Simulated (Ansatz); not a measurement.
# Residual resistivity of an alloy: Pd(111) with 4 layers of random Pd-Os, 2x2

How strongly does chemical disorder scatter in Pd(111) with 4 layers of random Pd-Os, 2x2?

Calculated with Ansatz 0.2.0; Ansatz plane-wave DFT, PBE, PAW files; ballistic transport by layer matching (Landauer), zero bias; PAW set soft_1.

Report form: the programs' logs are mostly left out.

## 1. The structure

The cell holds 40 atoms: 38 Pd and 2 Os. Cell: a = 5.501 Å, b = 5.501 Å, c = 22.514 Å, α = 93.5°, β = 86.5°, γ = 120.0°. It derives from Pd. Regions: lead, 24 atoms (24 Pd); scattering region, 16 atoms (14 Pd and 2 Os). The structure is stacked along c, and the current runs across the ab planes.

## 2. With 4 alloy layers

In 4 layers a share of 0.125 of the sites is given to Os at random. The layers about the cell's end stay perfect and serve as the lead. Energies from -0.05 to 0.05 eV in steps of 0.05 eV are too few for the program's thermal sum, so it prints no conductance; for a metal the transmission near the Fermi level serves, at a fraction of the cost.

input.yaml reads:

```yaml
crystal:
  lattice:
    - [5.5010079149, 0.0, 0.0]
    - [-2.7505039575, 4.7640126007, 0.0]
    - [1.3752519787, -0.7940021001, 22.4577707709]
  atoms:
    - { symbol: Pd, position: [0.9916666667, 0.0083333333, 0.05] }
    - { symbol: Pd, position: [0.9916666667, 0.5083333333, 0.05] }
    - { symbol: Pd, position: [0.4916666667, 0.0083333333, 0.05] }
    - { symbol: Pd, position: [0.4916666667, 0.5083333333, 0.05] }
    - { symbol: Pd, position: [0.1416666667, 0.3583333333, 0.15] }
    - { symbol: Pd, position: [0.1416666667, 0.8583333333, 0.15] }
    - { symbol: Pd, position: [0.6416666667, 0.3583333333, 0.15] }
    - { symbol: Pd, position: [0.6416666667, 0.8583333333, 0.15] }
[... 28 atom lines left out ...]
    - { symbol: Pd, position: [0.8416666667, 0.1583333333, 0.95] }
    - { symbol: Pd, position: [0.8416666667, 0.6583333333, 0.95] }
    - { symbol: Pd, position: [0.3416666667, 0.1583333333, 0.95] }
    - { symbol: Pd, position: [0.3416666667, 0.6583333333, 0.95] }
kpoints:
  mp_grid: { grid: [5, 5, 1] }
hamiltonian:
  xc: pbe
  pseudopotentials: { kind: paw, azcp: { folder: soft_1 } }
scf:
  occupations: { method: fermi_dirac, width: 0.1 }
output:
  transmission:
    leads: [[0, 4]]
    kmesh: [10, 10]
    e_range: [-0.05, 0.05]
    de: 0.05
  write_potential: true
  write_density: true
  volumetric_format: npy
```

Command:

```bash
> ansatz run input.yaml --threads 4 --pin off --max-ram 15360MiB --backend cpu --events-out ev --progress --plain --runs-dir out
```

Elapsed: 6.9 min, on 4 threads of Arm Neoverse N1, shared host; peak memory 4.9 GiB; 27 min of CPU time.

Numbers from this step:

| Quantity | Value |
| --- | --- |
| free energy | -287741.7736 eV |
| energy at zero smearing | -287740.7154 eV |
| Fermi energy | 20.02 eV |
| cell area | 26.21 Å² |
| transmission per spin nearest the Fermi level | 2.464 |
| open channels per spin nearest the Fermi level | 5.23 |
| step of the lead's potential | 6.5 meV |

Per spin. Table of transmission, zone mean by energy, zero at the Fermi level:

| energy (eV) | transmission, zone mean |
| --- | --- |
| -0.0500 | 2.69 |
| 0.0000 | 2.46 |
| 0.0500 | 2.11 |

Per spin. The open channels, zone mean, lead by energy, zero at the Fermi level:

```
energy (eV)  open channels, zone mean, lead
    -0.0500                            6.09
     0.0000                            5.23
     0.0500                            4.39
```

Transmission over k1 and k2. At 0.0000 eV from the Fermi level.

Values, 10 rows by 10 columns:
```
2.94 2.63 2.86 1.97 2.81 3.42 2.85 2.11 1.16 1.67
1.77 2.86 3.19 2.25 1.21 2.86 3.32 2.18 1.28 1.16
2.54 1.97 2.25 3.01 2.35 2.65 2.02 2.37 2.18 2.11
2.78 2.81 1.21 2.35 2.79 2.82 1.59 2.02 3.32 2.85
3.61 3.42 2.86 2.65 2.82 3.00 2.82 2.65 2.86 3.42
2.78 2.85 3.32 2.02 1.59 2.82 2.79 2.35 1.21 2.81
2.54 2.11 2.18 2.37 2.02 2.65 2.35 3.01 2.25 1.97
1.77 1.16 1.28 2.18 3.32 2.86 1.21 2.25 3.19 2.86
2.94 1.67 1.16 2.11 2.85 3.42 2.81 1.97 2.86 2.63
3.67 2.94 1.77 2.54 2.78 3.61 2.78 2.54 1.77 2.94
```
Columns: k1 (b1) from -0.5 to 0.4; rows upwards: k2 (b2) from -0.5 to 0.4.

Open channels over k1 and k2. At 0.0000 eV from the Fermi level.

Ten even steps from '_' (3.0) to '@' (10.0):
```
::##==::==##::..__..
..==::::::::==..____
..::::::..::::::....
::==::..++++..::==::
@@##::::++++++::::##
::::==::..++++..::==
......::::::..::::::
..____..==::::::::==
::..__..::##==::==##
@@::....::@@::....::
```
Columns: k1 (b1) from -0.5 to 0.4; rows upwards: k2 (b2) from -0.5 to 0.4.

Over the solved energies the transmission per spin lies between 2.11 and 2.69, out of 5.24 channels of the lead on average (up to 6.09).

## 3. With 8 alloy layers

In 8 layers a share of 0.125 of the sites is given to Os at random. A fresh draw is used; the growth of the resistance with length is what counts.

System of this step: Pd(111) with 8 layers of random Pd-Os, 2x2. The cell holds 56 atoms: 52 Pd and 4 Os. Its edges and angles: a = 5.501 Å, b = 5.501 Å, c = 31.481 Å, α = 87.5°, β = 92.5°, γ = 120.0°. It derives from Pd. Regions: lead, 24 atoms (24 Pd); scattering region, 32 atoms (28 Pd and 4 Os). The structure is stacked along c, and the current runs across the ab planes.

input.yaml reads:

```yaml
crystal:
  lattice:
    - [5.5010079149, 0.0, 0.0]
    - [-2.7505039575, 4.7640126007, 0.0]
    - [-1.3752519787, 0.7940021001, 31.4408790793]
  atoms:
    - { symbol: Pd, position: [0.005952381, 0.994047619, 0.0357142857] }
    - { symbol: Pd, position: [0.005952381, 0.494047619, 0.0357142857] }
    - { symbol: Pd, position: [0.505952381, 0.994047619, 0.0357142857] }
    - { symbol: Pd, position: [0.505952381, 0.494047619, 0.0357142857] }
    - { symbol: Pd, position: [0.1845238095, 0.3154761905, 0.1071428571] }
    - { symbol: Pd, position: [0.1845238095, 0.8154761905, 0.1071428571] }
    - { symbol: Pd, position: [0.6845238095, 0.3154761905, 0.1071428571] }
    - { symbol: Pd, position: [0.6845238095, 0.8154761905, 0.1071428571] }
[... 44 atom lines left out ...]
    - { symbol: Pd, position: [0.3273809524, 0.1726190476, 0.9642857143] }
    - { symbol: Pd, position: [0.3273809524, 0.6726190476, 0.9642857143] }
    - { symbol: Pd, position: [0.8273809524, 0.1726190476, 0.9642857143] }
    - { symbol: Pd, position: [0.8273809524, 0.6726190476, 0.9642857143] }
kpoints:
  mp_grid: { grid: [5, 5, 1] }
hamiltonian:
  xc: pbe
  pseudopotentials: { kind: paw, azcp: { folder: soft_1 } }
scf:
  occupations: { method: fermi_dirac, width: 0.1 }
output:
  transmission:
    leads: [[0, 4]]
    kmesh: [10, 10]
    e_range: [-0.05, 0.05]
    de: 0.05
  write_potential: true
  write_density: true
  volumetric_format: npy
```

Run time: 17 min. Hardware: 4 threads; peak memory 8.4 GiB; 66 min of CPU time.

This step gave:

| Item | Value |
| --- | --- |
| free energy | -408132.4353 eV |
| energy at zero smearing | -408131.0218 eV |
| Fermi energy | 20.15 eV |
| transmission per spin nearest the Fermi level | 1.663 |
| open channels per spin nearest the Fermi level | 5.35 |
| step of the lead's potential | 21.1 meV |

Per spin. The transmission, zone mean by energy, zero at the Fermi level:

```
energy (eV)  transmission, zone mean
    -0.0500                     1.68
     0.0000                     1.66
     0.0500                     1.44
```

Over the solved energies the transmission per spin lies between 1.44 and 1.68, out of 5.55 channels of the lead on average (up to 6.48).

## 4. With 12 alloy layers

In 12 layers a share of 0.125 of the sites is given to Os at random. A fresh draw is used; the growth of the resistance with length is what counts.

System of this step: Pd(111) with 12 layers of random Pd-Os, 2x2. The cell holds 72 atoms: 66 Pd and 6 Os. Its edges and angles: a = 5.501 Å, b = 5.501 Å, c = 40.424 Å, α = 90.0°, β = 90.0°, γ = 120.0°. It derives from Pd. Regions: lead, 24 atoms (24 Pd); scattering region, 48 atoms (42 Pd and 6 Os). The structure is stacked along c, and the current runs across the ab planes.

input.yaml reads:

```yaml
crystal:
  lattice:
    - [5.5010079149, 0.0, 0.0]
    - [-2.7505039575, 4.7640126007, 0.0]
    - [0.0, 0.0, 40.4239873877]
  atoms:
    - { symbol: Pd, position: [0.0, 0.0, 0.0277777778] }
    - { symbol: Pd, position: [0.0, 0.5, 0.0277777778] }
    - { symbol: Pd, position: [0.5, 0.0, 0.0277777778] }
    - { symbol: Pd, position: [0.5, 0.5, 0.0277777778] }
    - { symbol: Pd, position: [0.1666666667, 0.3333333333, 0.0833333333] }
    - { symbol: Pd, position: [0.1666666667, 0.8333333333, 0.0833333333] }
    - { symbol: Pd, position: [0.6666666667, 0.3333333333, 0.0833333333] }
    - { symbol: Pd, position: [0.6666666667, 0.8333333333, 0.0833333333] }
[... 60 atom lines left out ...]
    - { symbol: Pd, position: [0.3333333333, 0.1666666667, 0.9722222222] }
    - { symbol: Pd, position: [0.3333333333, 0.6666666667, 0.9722222222] }
    - { symbol: Pd, position: [0.8333333333, 0.1666666667, 0.9722222222] }
    - { symbol: Pd, position: [0.8333333333, 0.6666666667, 0.9722222222] }
kpoints:
  mp_grid: { grid: [5, 5, 1] }
hamiltonian:
  xc: pbe
  pseudopotentials: { kind: paw, azcp: { folder: soft_1 } }
scf:
  occupations: { method: fermi_dirac, width: 0.1 }
output:
  transmission:
    leads: [[0, 4]]
    kmesh: [10, 10]
    e_range: [-0.05, 0.05]
    de: 0.05
  write_potential: true
  write_density: true
  volumetric_format: npy
```

Wall time 47 min (4 threads); peak memory 8.3 GiB.

Numbers from this step:

```yaml
free_energy: -528523.6085 eV
energy_at_zero_smearing: -528521.7927 eV
fermi_energy: 20.21 eV
transmission_per_spin_nearest_the_fermi_level: 1.464
open_channels_per_spin_nearest_the_fermi_level: 5.23
step_of_the_lead_s_potential: 2.5 meV
```

Per spin. The transmission, zone mean by energy, zero at the Fermi level:

```csv
energy (eV),"transmission, zone mean"
-0.0500,1.60
0.0000,1.46
0.0500,1.29
```

Over the solved energies the transmission per spin lies between 1.29 and 1.60, out of 5.27 channels of the lead on average (up to 6.13).

## 5. Resistance against length

This step: Ansatz plane-wave DFT, PBE, PAW files; ballistic transport by layer matching (Landauer), zero bias; residual resistivity from the slope of the area resistance, atoms on the host's lattice; PAW set soft_1 (Ansatz 0.2.0).

This step gave:

```yaml
resistivity: 52.15 µΩ cm
intercept: 0.3787 fΩ m²
scatter_about_the_fit: 0.1370 fΩ m²
```

Resistance, by row:

```csv
run,length (Å),T,channels N,RA (fΩ m²)
n4,8.983,2.423,5.237,0.7503
n8,17.97,1.596,5.547,1.509
n12,26.95,1.452,5.27,1.687
```

Table of area resistance by length of the alloy:

```
length of the alloy (Å)  area resistance (fΩ m²)
                   8.98                    0.750
                  17.97                     1.51
                  26.95                     1.69
```

The area resistance goes from 0.75 to 1.7 fΩ m² between 9.0 and 26.9 Å, a slope of 52 µΩ cm.

By hand from the end points: (1.687 − 0.7503) fΩ m² / (26.95 − 8.98) Å = 52 µΩ cm, since 1 fΩ m² per Å is 1000 µΩ cm.

## 6. What came out

| Item | Value |
| --- | --- |
| resistivity from the slope | 52.1 µΩ cm |
| area resistance over 8.98 Å | 0.750 fΩ m² |
| area resistance over 18.0 Å | 1.51 fΩ m² |
| area resistance over 26.9 Å | 1.69 fΩ m² |

What this shows: The slope gives 52 µΩ cm. The points scatter by 0.14 fΩ m² about the line, with one random draw a length in a 2x2 cell, so the slope is a rough value. The lead's own channel count moves between the runs (5.24, 5.55 and 5.27), which shifts RA and the slope too. Read with a model of isotropic scattering on a spherical Fermi surface and the lead's 1.5×10¹⁵ S/m², this slope means a mean free path near 9.3 Å; over these lengths the model's slope is within 3 % of its bulk resistivity. The draw over the shortest length came out nearly ordered, with 8 symmetry operations, so that point is a poor sample of a random alloy. The atoms sit on the host's lattice, so scattering by size misfit is left out. Spin-orbit coupling is left out, which matters for Os.

[Logs are printed without paths, hosts, clocks, repeated set-up lines and the standing remarks that a program may print on its own settings, such as how far it seeks lower states.]

[Hosts, paths, dates, database ids (printed as entryN), source tags and the programs' standing remarks are cut or masked in the printed files.]
